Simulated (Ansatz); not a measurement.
**Ti2Co: how the smearing width on a coarse mesh moves the results**

Theory: DFT r2SCAN, scalar-relativistic, plane waves, PAW (Ansatz).

```
Ti Co
1.0
     0.00000    3.36500    3.36500
     3.36500    0.00000    3.36500
     3.36500    3.36500    0.00000
Ti Co
4 2
Direct
  0.12500 0.12500 0.12500
  0.62500 0.12500 0.12500
  0.12500 0.12500 0.62500
  0.12500 0.62500 0.12500
  0.50000 0.50000 0.50000
  0.75000 0.75000 0.75000
```

```
plane-wave cutoff                               : 500 eV
Γ-centred k-mesh                                : 5×5×5
list of starting moments (μB, in atom order)    : 0.19 0.19 0.19 0.19 1.58 1.58
check for lower electronic states after the SCF : asked for but not made
```

The atoms are held and the smearing width on a coarse mesh is swept. Energies are extrapolated to zero smearing and count from the reference run, 10×10×10 Γ-centred mesh, Gaussian smearing 0.1 eV. The cell isn't necessarily relaxed at this level. Pressure is positive in compression.

```
rule, width (eV)  ΔE (meV/atom)  ΔF, free energy (meV/atom) P (GPa) cell moment (μB)
   Gaussian 0.01           2.43                        4.99    23.54              3.15
   Gaussian 0.05              ?                           ?        ?                 ?
    Gaussian 0.1           2.36                        2.06    23.84              3.39
    Gaussian 0.2           1.87                       -5.88    23.94              3.40
    Gaussian 0.4           3.32                       -38.2    23.86              2.76
```

(1) Fill in the withheld rows.

Moments started parallel; other magnetic orders weren't tried and can lie lower.

Answers

(1) The withheld rows:

| rule, width (eV) | ΔE (meV/atom) | ΔF, free energy (meV/atom) | P (GPa) | cell moment (μB) |
| --- | --- | --- | --- | --- |
| Gaussian 0.05 | 2.33 | 4.24 | 23.55 | 3.16 |

Cost: 5 runs of about 4.8 core-minutes in all, on Intel Xeon Processor @ 2.50GHz (Skylake/Cascade Lake) (shared hosts).